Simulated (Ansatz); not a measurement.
# IrO2 (P4_2/mnm): other levels of theory at one geometry

The task here is to estimate one member of a computed series from the others.

Program: Ansatz 0.2.0. Level of theory: DFT at several levels, plane waves, PAW. These are calculated values, not measurements.

2 further runs of the same task are left out: 1 for a known fault of the program, 1 that didn't finish. Runs told in other sessions of the task aren't counted.

## The structure to begin with

The structure is tetragonal, space group P4_2/mnm (No. 136). Conventional cell: a = 4.530 Å, b = 4.530 Å, c = 3.179 Å, α = 90.00°, β = 90.00°, γ = 90.00°. Ir (site symmetry mmm) has 6 O at 1.97 to 2.01 Å in its first shell of neighbours. O (site symmetry m2m) is surrounded by 3 Ir at 1.97 to 2.01 Å.

Structure file:

```cif
data_structure
_symmetry_space_group_name_H-M 'P 1'
_symmetry_Int_Tables_number 1
_cell_length_a 4.5297
_cell_length_b 4.5297
_cell_length_c 3.1788
_cell_angle_alpha 90.000
_cell_angle_beta 90.000
_cell_angle_gamma 90.000
_cell_volume 65.22
loop_
_atom_site_label
_atom_site_type_symbol
_atom_site_fract_x
_atom_site_fract_y
_atom_site_fract_z
_atom_site_occupancy
Ir1 Ir 0.00000 0.00000 0.00000 1
Ir2 Ir 0.50000 0.50000 0.50000 1
O1 O 0.30827 0.30827 0.00000 1
O2 O 0.19173 0.80827 0.50000 1
O3 O 0.69173 0.69173 0.00000 1
O4 O 0.80827 0.19173 0.50000 1
```

An earlier run at PBE left this cell at 10.870 Å³/atom and 0.01 GPa (6×6×10 mesh), metallic, no moment left.

Levels to run: PBE+SOC, moments along [001]; r²SCAN; PBEsol; LDA. Hardware: 4 threads of Arm Neoverse V2, shared host.

The first run:

File input.yaml:

```yaml
crystal:
  lattice:
    - [4.5296719225, 0.0, 0.0]
    - [0.0, 4.5296719225, 0.0]
    - [0.0, 0.0, 3.1787654013]
  atoms:
    - { symbol: Ir, position: [0.0, 0.0, 0.0], spin: 1.0, spin_axis: [0.0, 0.0, 1.0] }
    - { symbol: Ir, position: [0.5, 0.5, 0.5], spin: 1.0, spin_axis: [0.0, 0.0, 1.0] }
    - { symbol: O, position: [0.3082739756, 0.3082739756, 0.0] }
    - { symbol: O, position: [0.1917260244, 0.8082739756, 0.5] }
    - { symbol: O, position: [0.6917260244, 0.6917260244, 0.0] }
    - { symbol: O, position: [0.8082739756, 0.1917260244, 0.5] }
basis:
  ecutwfc: 420
  ecutrho_ratio: 4
kpoints:
  mp_grid: { grid: [6, 6, 10] }
hamiltonian:
  xc: pbe
scf:
  occupations: { method: gaussian, width: 0.05 }
output:
  forces: true
  stress: true
  eigenvalues: true
  populations: true
  dos: { projected: true, de: 0.02 }
  write_density: true
  write_potential: true
  elf: true
  volumetric_format: npy
magnetization:
  noncollinear: true
  spin_orbit: true
```

On the command line:

```
$ ansatz run input.yaml --threads 4 --pin off --max-ram 7168MiB --backend cpu --events-out ev --progress --plain --runs-dir out
```

Steps of the session up to this table: PBE+SOC, moments along [001]; r²SCAN; PBEsol; LDA.

One of the session's tables, all rows but one given; the rest of the session is left out.

| level | pressure (GPa) |
| --- | --- |
| PBE | 0.0 |
| LDA | -16.0 |
| PBEsol | -9.3 |
| PBE+SOC, moments along [001] | ? |
| r²SCAN | -6.8 |

Estimate the missing values for PBE+SOC, moments along [001].

The run gave: pressure (GPa): 1.5. In the column «pressure (GPa)» it is the highest.

Total energies of different levels have different zeros and can't be compared.

Caveats from the session: Warnings in the runs' records: seeded moment not kept, stress scf threshold loose, stability check not made.
